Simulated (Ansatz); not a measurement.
RuO2 (rutile, P4_2/mnm) at seven volumes, DFT-PBE in the program Ansatz with PAW potentials, shape and atoms relaxed at each. One row is withheld.

```tsv
V (Å³/atom)	P (GPa)
9.677	29.50
9.996	17.97
10.315	8.23
10.635	-0.01
10.954	?
11.273	-12.71
11.592	-17.51
```

Task: Fit the shown pressures and predict the withheld one.

Result: P = (3/2)B₀(x^(7/2) − x^(5/2))[1 + (3/4)(B′ − 4)(x − 1)] with x = (V₀/V)^(2/3). Least squares on the six rows gives V₀ = 10.635 Å³/atom, B₀ = 250 GPa, B′ = 4.74. At V = 10.954, x = 0.9805 and P = -6.89 GPa. The run itself gave -6.93 GPa.

The cell was relaxed with PBE under the symmetry of its start. The run is not spin-polarised.

Potentials: the later of the program's two PAW sets.
